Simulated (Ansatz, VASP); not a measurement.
## P in VASP and in Ansatz

INCAR

```
ALGO     = Fast           # electronic algorithm
EDIFF    = 1E-6           # SCF threshold, eV
ENCUT    = 520            # plane-wave cutoff, eV
GGA      = PE             # functional
ISIF     = 2              # what is computed and relaxed
ISMEAR   = 0              # smearing method
IVDW     = 12             # dispersion correction
LASPH    = True           # aspherical terms in the spheres
LCHARG   = False          # write CHGCAR
LREAL    = False          # projectors in reciprocal space
LWAVE    = False          # write WAVECAR
NBANDS   = 12             # bands
NELM     = 80             # most SCF steps
PREC     = Accurate       # precision mode
SIGMA    = 0.1            # smearing width, eV
```

Contents of KPOINTS:

```
k-points
0
Gamma
  6 6 6
```

The input POSCAR:

```
P
1.0
    1.7257251780      0.9963478961      3.1296800121
   -1.7257251780      0.9963478961      3.1296800121
    0.0000000000     -1.9926957921      3.1296800121
P
2
Direct
    0.2270802500      0.2270802500      0.2270802500
    0.7729197500      0.7729197500      0.7729197500
```

Input for Ansatz:

```yaml
crystal:
  lattice:
    - [1.725725178, 0.9963478961, 3.1296800121]
    - [-1.725725178, 0.9963478961, 3.1296800121]
    - [0.0, -1.9926957921, 3.1296800121]
  atoms:
    - { symbol: P, position: [0.22708025, 0.22708025, 0.22708025] }
    - { symbol: P, position: [0.77291975, 0.77291975, 0.77291975] }
basis:
  ecutwfc: 420
kpoints:
  mp_grid: { grid: [6, 6, 6] }
hamiltonian:
  xc: pbe
  dispersion: d3bj
scf:
  occupations: { method: gaussian, width: 0.1 }
output:
  forces: true
  stress: true
  eigenvalues: true
```

This isn't the form of P at room conditions, which is orthorhombic.

Alike in both runs: task single point; functional PBE; dispersion D3(BJ); k mesh 6 × 6 × 6; occupations gaussian, width 0.1 eV; no spin polarisation.

|  | VASP | Ansatz |
| --- | --- | --- |
| version | VASP 6.6.1 | Ansatz 0.2.0 |
| potentials or method | VASP PAW PBE potentials, release 64 (P) | scalar-relativistic, plane waves, PAW |
| plane-wave cutoff (eV) | 520 | 420 |
| valence electrons in the cell | 10 | 10 |

Ansatz gave:

| Property | Result |
| --- | --- |
| gap on the k mesh at the Fermi level (eV) | none |
| pressure (GPa) | -2.8 |
| largest component of the traceless stress (GPa) | 1.03 |
| rms of the force components (eV/Å) | 0.016 |

Q: What did VASP give for the same quantities?

A: gap on the k mesh at the Fermi level (eV): none; pressure (GPa): -3.1; largest component of the traceless stress (GPa): 0.76; rms of the force components (eV/Å): 0.010.

Atom by atom the forces differ by 0.026 eV/Å (rms over components). A gap of «none» marks a metal or a gap that the smearing closes.

Caveats: the k mesh is coarse (spacing up to 0.37 Å⁻¹), so the values aren't converged; pairwise dispersion overbinds metals, which lowers pressure and volume.
